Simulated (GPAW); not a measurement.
Runs of GPAW 26.7.0 on NiO. The structure is cubic, space group F-43m (No. 216). The conventional cell has a = 4.481 Å, b = 4.481 Å, c = 4.481 Å, α = 90.00°, β = 90.00°, γ = 90.00°. Around Ni (site symmetry -43m) lie 4 O at 1.94 Å. Around O (site symmetry -43m) lie 4 Ni at 1.94 Å. The cell was built by a generator and needn't be a form met in nature.

```tsv
level	potentials or basis	eigensolver	pressure (GPa)	moment (μB)
LDA	the program's PAW data sets (release 1.2.1) made for this functional, pw	-	-12.9	(d)
RPBE	the program's PAW data sets (release 1.2.1) made for this functional, pw	-	(b)	1.94
PBEsol	PAW data sets generated in the run's folder for this functional, pw	-	(c)	1.83
BLYP	PAW data sets generated in the run's folder for this functional, pw	davidson	(a)	1.88
r2SCAN	GPAW PAW data sets (gpaw-data 1.2.1), pw	-	-1.3	2.00
revPBE	the program's PAW data sets (release 1.2.1) made for this functional, pw	-	7.7	1.93
```

Alike in all rows: task band structure; spin collinear, ferromagnetic start; cell as given; k mesh 7 × 7 × 7; cutoff (eV) 800; smearing fermi-dirac 0.05 eV.

**Question.** Estimate the missing entries.

**Answer.** (a) 6.8; (b) 9.4; (c) -4.8; (d) 1.71.

Caveats: the stock nickel data set gives pressures a few GPa off other programs; a cell with one magnetic atom can't hold antiferromagnetic order, which such compounds often take; the PAW data sets were made with another functional, which shifts forces and pressure a little (some runs).

Runs at the PBE level aren't shown here.
